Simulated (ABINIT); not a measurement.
Crystal: Au.

```xyz
1
Lattice="0.0000 2.0350 2.0350 2.0350 0.0000 2.0350 2.0350 2.0350 0.0000" Properties=species:S:1:pos:R:3 pbc="T T T"
Au    0.0000    0.0000    0.0000
```

Base run:

- Program: ABINIT 10.8.3 (patched build)
- Functional: PBE
- Potentials or basis: PseudoDojo NC SR PBE v0.5 stringent
- Cutoff: 1034 eV
- k mesh: 11 × 11 × 11
- Occupations: fermi-dirac, width 0.05 eV
- Spin: no spin polarisation

Its results: band gap on the k mesh none (metal or under the smearing width); pressure 10.3 GPa.

Task: The run is repeated on the same cell with these changes: potentials or basis from PseudoDojo NC SR PBE v0.5 stringent to Ansatz NC PBE. What comes out?

Result: Band gap on the k mesh none (metal or under the smearing width); pressure 10.8 GPa.

Caveats: spin-orbit coupling is left out, which moves the levels of the heavy elements.
